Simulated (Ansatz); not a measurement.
Tc:

```
Tc
1.0
     2.74000    0.00000    0.00000
    -1.37000    2.37291    0.00000
     0.00000    0.00000    4.39800
Tc
2
Cartesian
  1.3700 0.7910 3.2985
  0.0000 1.5819 1.0995
```

- Program: Ansatz 0.2.0
- Task: relaxation of cell and atoms
- Functional: PBEsol
- Potentials or basis: all-electron LAPW, scalar-relativistic
- Basis error allowed: 0.001 eV/atom
- k mesh: 11 × 11 × 6
- Occupations: fermi-dirac, width 0.05 eV
- Spin: no spin polarisation

At the start: volume 14.30 Å³/atom.

Q: How do energy, volume and symmetry change on relaxing?

A: Over 4 steps the energy falls by 6.2 meV/atom and the volume is 14.00 Å³/atom (-2.1 %); space group P6_3/mmc (No. 194, to 0.05 Å).

The path:
```
step  energy change (eV)  largest force (eV/Å)  volume (Å³)
   1              0.0000                0.0000        28.59
   2             -0.0124                0.0000        28.03
   3             -0.0124                0.0000        28.00
   4             -0.0124                0.0000        28.00
```

Final structure:
```xyz
2
Lattice="2.7210 0.0000 0.0000 -1.3605 2.3565 0.0000 0.0000 0.0000 4.3667" Properties=species:S:1:pos:R:3 pbc="T T T"
Tc    1.3605    0.7855    3.2750
Tc    0.0000    1.5710    1.0917
```
